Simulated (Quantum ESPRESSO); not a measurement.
Crystal: In.

```
In
1.0
     3.33548    0.00000    0.00000
    -1.66774    2.88861    0.00000
     0.00000    0.00000    5.50914
In
2
Direct
  0.66667 0.33333 0.75000
  0.33333 0.66667 0.25000
```

This isn't the form of In at room conditions, which is tetragonal.

| Quantity | Value |
| --- | --- |
| Program | Quantum ESPRESSO 7.5 |
| Task | relaxation of cell and atoms |
| Functional | PBEsol |
| Dispersion | D4 |
| Potentials or basis | GBRV 1.5 PBEsol |
| Cutoff | 762 eV |
| Density cutoff | 6095 eV |
| k mesh | 9 × 9 × 5 |
| Occupations | fermi-dirac, width 0.05 eV |
| Spin | no spin polarisation |

At the start: pressure -2.8 GPa; volume 26.54 Å³/atom.

Problem. Where does the relaxation end?

Solution. Over 7 steps the energy falls by 14.8 meV/atom and the volume is 24.79 Å³/atom (-6.6 %); space group P6_3/mmc (No. 194, to 0.05 Å).

Step by step:
| step | energy change (eV) | largest force (eV/Å) | pressure (GPa) | volume (Å³) |
| --- | --- | --- | --- | --- |
| 1 | 0.0000 | 0.0000 | -2.81 | 53.08 |
| 2 | -0.0079 | 0.0000 | -2.45 | 52.55 |
| 3 | -0.0278 | 0.0000 | 0.30 | 49.29 |
| 4 | -0.0286 | 0.0000 | 0.00 | 49.58 |
| 5 | -0.0289 | 0.0000 | -0.06 | 49.63 |
| 6 | -0.0296 | 0.0000 | -0.12 | 49.65 |
| 7 | -0.0296 | 0.0000 | -0.04 | 49.58 |

Final structure:
```
In
1.0
     3.27527    0.00000    0.00000
    -1.63763    2.83647    0.00000
     0.00000    0.00000    5.33669
In
2
Cartesian
  1.6376 0.9455 4.0025
  0.0000 1.8910 1.3342
```

Caveat: pairwise dispersion overbinds metals, which lowers pressure and volume.
